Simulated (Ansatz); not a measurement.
Mn3Si:

```
CELL_PARAMETERS angstrom
0.00000 2.86100 2.86100
2.86100 0.00000 2.86100
2.86100 2.86100 0.00000
ATOMIC_POSITIONS crystal
Mn 0.75000 0.75000 0.75000
Mn 0.25000 0.25000 0.25000
Mn 0.50000 0.50000 0.50000
Si 0.00000 0.00000 0.00000
```

```yaml
Program: Ansatz 0.2.0
Task: relaxation of cell and atoms
Functional: PBEsol
Dispersion: D3(BJ)
Potentials_or_basis: Ansatz PAW
Cutoff: "420 eV (not typed: the program's choice for these potentials)"
k_mesh: 8 × 8 × 8
Occupations: fermi-dirac, width 0.05 eV
Spin: collinear spin, ferromagnetic start
Starting_moments: "[4.0, 4.0, 4.0, 0.0] μB"
```

At the start: volume 11.71 Å³/atom.

Problem. Where does the relaxation end?

Solution. It ends after 5 steps and the volume is 10.49 Å³/atom (-10.4 %); space group Fm-3m (No. 225, to 0.05 Å); moment 1.18 μB per cell.

The path:
```tsv
step	energy change (eV)	largest force (eV/Å)	volume (Å³)
1	0.0000	0.0000	46.84
2	-0.3052	0.0000	43.57
3	-0.3475	0.0000	41.68
4	-0.3486	0.0000	41.94
5	-0.3476	0.0000	41.94
```

Final structure:
```
Mn Si
1.0
     0.00000    2.75769    2.75769
     2.75769    0.00000    2.75769
     2.75769    2.75769    0.00000
Mn Si
3 1
Direct
  0.75000 0.75000 0.75000
  0.25000 0.25000 0.25000
  0.50000 0.50000 0.50000
  0.00000 0.00000 0.00000
```

Caveat: the plane-wave basis is chosen anew once the cell has moved, so the energies of steps on either side of that aren't comparable; the volume moved by -10 % from the deposited cell, more than functionals usually miss; pairwise dispersion overbinds metals, which lowers pressure and volume; the PAW data sets come from PBE, with cores solved anew for the run's functional, which leaves a small shift of forces and pressure; the starting moments weren't kept.
